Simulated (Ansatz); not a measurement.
# AgCl: the cost of one run

Method: DFT PBE, scalar-relativistic, plane waves, PAW, in Ansatz 0.2.0.

### Step 1. Starting point

The structure is cubic, space group Fm-3m (No. 225). Conventional cell: a = 5.546 Å, b = 5.546 Å, c = 5.546 Å, α = 90.00°, β = 90.00°, γ = 90.00°. Ag (site symmetry m-3m) has 6 Cl at 2.77 Å as nearest neighbours. Around Cl (site symmetry m-3m) lie 6 Ag at 2.77 Å.

As a file:

```cif
data_structure
_symmetry_space_group_name_H-M 'Fm-3m'
_symmetry_Int_Tables_number 225
_cell_length_a 5.5463
_cell_length_b 5.5463
_cell_length_c 5.5463
_cell_angle_alpha 90.000
_cell_angle_beta 90.000
_cell_angle_gamma 90.000
_cell_volume 170.61
loop_
_atom_site_label
_atom_site_type_symbol
_atom_site_symmetry_multiplicity
_atom_site_Wyckoff_symbol
_atom_site_fract_x
_atom_site_fract_y
_atom_site_fract_z
_atom_site_occupancy
Ag1 Ag 4 b 0.00000 0.00000 0.50000 1
Cl1 Cl 4 a 0.00000 0.00000 0.00000 1
```

No relaxation comes first: the listed cell is the starting point.

### Step 2. The perfect supercell on the trajectory's mesh

Contents of input.yaml:

```yaml
crystal:
  lattice:
    - [-5.5463, 5.5463, 0.0]
    - [-5.5463, 0.0, 5.5463]
    - [0.0, 5.5463, 5.5463]
  atoms:
    - { symbol: Ag, position: [0.75, 0.75, 0.75] }
    - { symbol: Ag, position: [0.25, 0.75, 0.75] }
    - { symbol: Ag, position: [0.75, 0.25, 0.75] }
    - { symbol: Ag, position: [0.75, 0.75, 0.25] }
    - { symbol: Ag, position: [0.25, 0.25, 0.75] }
    - { symbol: Ag, position: [0.25, 0.75, 0.25] }
    - { symbol: Ag, position: [0.75, 0.25, 0.25] }
    - { symbol: Ag, position: [0.25, 0.25, 0.25] }
    - { symbol: Cl, position: [0.0, 0.0, 0.0] }
    - { symbol: Cl, position: [0.5, 0.0, 0.0] }
    - { symbol: Cl, position: [0.0, 0.5, 0.0] }
    - { symbol: Cl, position: [0.0, 0.0, 0.5] }
    - { symbol: Cl, position: [0.5, 0.5, 0.0] }
    - { symbol: Cl, position: [0.5, 0.0, 0.5] }
    - { symbol: Cl, position: [0.0, 0.5, 0.5] }
    - { symbol: Cl, position: [0.5, 0.5, 0.5] }
  symmetry: { detect: false }
basis:
  ecutwfc: 420
kpoints:
  mp_grid: { grid: [2, 2, 2], shift: [0.5, 0.5, 0.5] }
hamiltonian:
  xc: pbe
scf:
  occupations: { method: gaussian, width: 0.1 }
output:
  forces: true
  stress: true
  eigenvalues: true
```

Command:

```sh
ansatz run input.yaml --threads 4 --pin off --max-ram 5120MiB --backend cpu --events-out ev --progress --plain --runs-dir out
```

Q: Estimate wall time and peak memory on 4 threads of an x86-64 CPU, shared host.

About 2.5 s, with a peak of 1.1 GiB.
